**Q:** I have a list of crystal structures for indium, with an energy for each. Which one comes out lowest, and how far behind are the others?

Crystal structures of indium, computed with Ansatz 0.2.0 using plane-wave PAW density-functional theory with the PBEsol functional, scalar-relativistic and without spin polarization, at a cutoff of 420 eV. Cell and atoms were relaxed to zero pressure, and energies are per atom relative to the lowest structure in the table.

```csv
found from,space group number,atoms in cell,volume per atom (Å³),over lowest (meV/atom)
database cell,194,4,25.60,0.0
database cell,166,3,25.62,4.0
database cell,194,2,25.73,5.0
database cell,229,1,25.78,11.0
Ti type,191,3,25.93,23.0
W type,223,8,26.22,45.0
Sn type,191,1,26.31,47.0
Sn type,141,2,26.62,65.0
Ga type,64,4,28.26,69.0
Ca type,221,1,27.31,99.0
Si type,227,2,35.44,401.0
```

**A:** The lowest is the four-atom cell of space group 194, double hcp, in which close-packed layers repeat after four. Two other stackings of such layers, the row of space group 166 and the two-atom cell of 194, follow within 5 meV per atom. Simple cubic, labelled Ca type, lies 99 meV above the lowest, and diamond, labelled Si type, 401 meV. The Ti type here is the omega structure and the W type is beta-tungsten, not the usual forms of those metals. The zero belongs to the lowest structure in this table and isn't the ground state of indium, whose crystals are body-centred tetragonal, a slightly distorted cubic close packing that the table doesn't include.

**Q:** So dense packing wins. Is that just because an atom with more neighbours has more bonds?

**A:** That picture gets the direction right and the size badly wrong. Suppose that every contact contributed the same energy. Simple cubic has six neighbours in place of twelve, so it would lose half the cohesive energy, which is roughly 2.5 eV per atom (a recalled figure). The loss would exceed 1 eV, but the calculation finds about a tenth of that.

**Q:** What makes up for the lost neighbours?

**A:** The remaining contacts become shorter and stronger. The shortening can be read from the volumes. In simple cubic the contact is the edge of a cube that holds one atom, $V^{1/3}$, where $V$ is the volume per atom; this gives 3.01 Å. In ideal close packing it is $(\sqrt{2}\,V)^{1/3}$, or 3.31 Å for the lowest row. Had the atoms kept that longer distance, simple cubic would need 36.2 Å³ per atom, whereas it takes only 27.3 Å³.

The strengthening is argued from theory. An electron shared among many neighbours gains energy from each, but the total gain grows more slowly than their number, roughly as its square root. The repulsion between atoms does grow in proportion to the number of neighbours. When half of them are removed, repulsion therefore drops faster than attraction, and the atoms move closer until the two balance again. The slow fall of the attraction and this shortening together keep most of the binding, so the structures of a simple metal can differ greatly in neighbours and little in energy.

**Q:** Then why does diamond do so badly? Its contacts should be shorter still.

**A:** They are, at 2.84 Å. The likely reason, which these energies alone don't test, is that indium has too few electrons to use them well. A diamond lattice has two bonds per atom, and two electrons in each bond make four per atom. Indium brings three valence electrons, so each bond gets 1.5 on average and part of the bonding states stays empty. Those three electrons also include a 5s pair that lies deep in energy, and mixing it into four equal bonds has its price.

The open lattice thus gives up neighbours without gaining the filled bonds that would repay the loss. In close packing there is no such quota: the electrons spread over many contacts, with half an electron for each. The same count lets you guess what happens one column to the right in the periodic table. Tin has four valence electrons, enough to fill the bonds, and it does have a diamond form, grey tin.

**Q:** How far can I trust the order?

**A:** Trust the broad division, and not the order of close neighbours. The energies are meant to be good to 4 meV per atom, and four of the ten steps from one row to the next are no larger than that. Both energies in a comparison can be off, so the three close-packed stackings, at most 5 meV apart, are undecided among themselves. So are the W type and the hexagonal Sn type, and likewise the tetragonal Sn type and the Ga type. The row of space group 229 is body-centred cubic: its run started from a rhombohedral cell and relaxed until the angles between the edges were 109.5°, which makes it the primitive cell of that lattice. It lies only 6 meV above the nearest close-packed stacking, so those two could still change places if both energies are off by 4 meV in opposite directions. Each relaxation also kept the symmetry of its start, so some rows may be unstable against a distortion that would lower their energy.

The choice of functional is a separate source of error. All energies come from PBEsol, used with atomic datasets made for PBE. Between two stackings, where the surroundings of an atom are nearly alike, such errors should largely cancel. Between close packing and diamond they cancel less well, and the 4 meV doesn't cover them, but a gap of 401 meV leaves them far more room.

**Q:** Could I reverse the order by squeezing the sample?

**A:** Not at the top of the list, as far as a first estimate goes. Under a pressure $p$ the quantity to compare is the enthalpy, $H = E + pV$, so pressure favours the smaller volume. The lowest row also has the smallest volume, and pressure widens every gap above it, though hardly at all for the other close-packed stackings, whose order stays undecided. For diamond the gap grows by about 61 meV per atom for each GPa.

One pair further down might change places. The Ga type lies 30 meV below simple cubic although its volume is larger by 0.95 Å³ per atom. The two enthalpies meet when $p$ times the volume difference equals the energy difference:

$$p = \frac{30\ \text{meV}}{0.95\ \text{Å}^3} \approx 32\ \text{meV/Å}^3 \approx 5\ \text{GPa}.$$

This takes both volumes as fixed, while real crystals shrink. If the roomier Ga type shrinks faster, the crossing moves to a higher pressure or never comes, so take 5 GPa as a first guess. In the same estimate, both structures are by then further above the lowest one than they were at the start.

**Q:** Why is the Ga type lower at all, if it is the less dense of the two?

**A:** A plausible reason, which these numbers don't test, is freedom of shape. A simple cubic crystal can adjust only its edge. The orthorhombic cell of the Ga type can change three edges and shift its atoms, so it can settle into unequal contacts that suit the electrons better. In any case the pair shows that density is a good guide to the order here and not a law; it is the only place in the table where volume falls as energy rises.

**Q:** And heating?

**A:** Heat favours the structure with the higher entropy, and the entropy it needs is the energy gap divided by the temperature. At 300 K a gap of 5 meV is closed by an entropy advantage of 0.2 $k_\mathrm{B}$ per atom, where $k_\mathrm{B}$ is Boltzmann's constant. Differences in lattice vibrations between metallic phases can be of that size, though between such similar stackings they should be smaller, so warmth might reorder them but needn't. Diamond would need more than 15 $k_\mathrm{B}$, far beyond anything that vibrations supply. The output after this text lists the same measure for every row, next to the effect of pressure; nothing in it was fitted.

Output of the analysis:

```
Gaps and what could reverse them:
            row  space group  over lowest meV  step from row above meV  extra volume percent  gap change meV per GPa  entropy needed at 300 K in kB
  database cell          194                0                      n/a                     0                       0                              0
  database cell          166                4                        4               0.07812                  0.1248                         0.1547
  database cell          194                5                        1                0.5078                  0.8114                         0.1934
  database cell          229               11                        6                0.7031                   1.123                         0.4255
        Ti type          191               23                       12                 1.289                    2.06                         0.8897
         W type          223               45                       22                 2.422                    3.87                          1.741
        Sn type          191               47                        2                 2.773                   4.431                          1.818
        Sn type          141               65                       18                 3.984                   6.366                          2.514
        Ga type           64               69                        4                 10.39                    16.6                          2.669
        Ca type          221               99                       30                  6.68                   10.67                          3.829
        Si type          227              401                      302                 38.44                   61.42                          15.51
Steps between neighbouring rows of at most 4 meV (count): 4
Steps between neighbouring rows of at most 8 meV (count): 5
Contact length in close packing, 12 neighbours (angstrom): 3.308
Contact length in simple cubic, 6 neighbours (angstrom): 3.011
Contact length in diamond, 4 neighbours (angstrom): 2.845
Simple cubic volume if contacts kept the close-packed length (cubic angstrom): 36.2
Diamond volume if contacts kept the close-packed length (cubic angstrom): 55.74
Valence electrons per contact in close packing: 0.5
Valence electrons per contact in simple cubic: 1
Valence electrons per contact in diamond: 1.5
Simple cubic gap as share of rough cohesive energy (percent): 3.96
Diamond gap as share of rough cohesive energy (percent): 16.04
Diamond above simple cubic (meV per atom): 302
Ga type below simple cubic (meV per atom): 30
Ga type larger than simple cubic (cubic angstrom per atom): 0.95
Linear estimate of pressure that levels Ga type and simple cubic (GPa): 5.06
```
